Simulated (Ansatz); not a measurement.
SrF2:
```xyz
3
Lattice="0.0000 2.8953 2.8953 2.8953 0.0000 2.8953 2.8953 2.8953 0.0000" Properties=species:S:1:pos:R:3 pbc="T T T"
Sr     0.0000     0.0000     0.0000
F      4.3429     4.3429     4.3429
F      1.4476     1.4476     1.4476
```

r²SCAN (plane waves, PAW; program Ansatz) gives a gap of 7.60 eV without spin–orbit coupling, maximum at X, minimum at Γ.

What happens when spin–orbit coupling is switched on?

The gap stays essentially unchanged, to 7.60 eV; maximum at X, minimum at Γ.

Give the electron effective mass with spin–orbit coupling.

0.53 mₑ (isotropic).

Give the hole effective mass with spin–orbit coupling.

0.91, 8.4, 8.4 mₑ (principal values).

Space group Fm-3m (fluorite). The r²SCAN relaxation kept the symmetry of its start; phonons on a q-mesh show no instability.

Potentials: the later of the program's two PAW sets.
